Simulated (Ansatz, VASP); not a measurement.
**NaF: VASP beside Ansatz**

```
Na F
1.0
     0.00000    2.34912    2.34912
     2.34912    0.00000    2.34912
     2.34912    2.34912    0.00000
Na F
1 1
Direct
  0.50000 0.50000 0.50000
  0.00000 0.00000 0.00000
```

Alike in both runs: task relaxation of cell and atoms; functional PBE; k mesh 8 × 8 × 8; occupations gaussian, width 0.02 eV; no spin polarisation.

```csv
,VASP,Ansatz
version,VASP 6.6.1,Ansatz 0.2.0
potentials or method,"VASP PAW PBE potentials, release 64 (Na_pv, F)","scalar-relativistic, plane waves, PAW"
plane-wave cutoff (eV),600,420
valence electrons in the cell,14,16
```

```tsv
	VASP	Ansatz	Ansatz less VASP
gap on the k mesh at the Fermi level, each at its own relaxed structure (eV)	6.09	6.09	-0.005
relaxed volume (Å³/atom)	12.94	12.99	+0.045
relaxed cell length with the largest relative difference (Å)	3.320	3.324	+0.0038
```

The two sets of potentials don't hold the same shells in valence.

Expect the measured gap to be larger: semilocal functionals such as PBE lack the derivative discontinuity.
